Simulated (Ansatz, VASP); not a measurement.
## One calculation of AlAs, two programs

```
As Al
1.0
     0.00000    2.86765    2.86765
     2.86765    0.00000    2.86765
     2.86765    2.86765    0.00000
As Al
1 1
Direct
  0.75000 0.75000 0.75000
  0.00000 0.00000 0.00000
```

Change from the starting cell: volume scaled by 1.04.

Alike in both runs: task single point; functional PBE; k mesh 8 × 8 × 8; occupations fermi-dirac, width 0.05 eV; no spin polarisation.

|  | VASP | Ansatz |
| --- | --- | --- |
| version | VASP 6.6.1 | Ansatz 0.2.0 |
| potentials or method | VASP PAW PBE potentials, release 64 (As, Al) | Ansatz PAW |
| plane-wave cutoff (eV) | 520 | 420 |
| valence electrons in the cell | 8 | 18 |

```csv
,VASP,Ansatz,Ansatz less VASP
gap on the k mesh at the Fermi level (eV),1.50,1.51,+0.009
least direct gap on the mesh (eV),1.75,1.75,-0.005
pressure (GPa),-0.1,-0.2,-0.15
```

With one functional, cell and mesh, what is left measures potentials, basis and numerics. The two sets of potentials don't hold the same shells in valence.

A k mesh can miss the band edges.
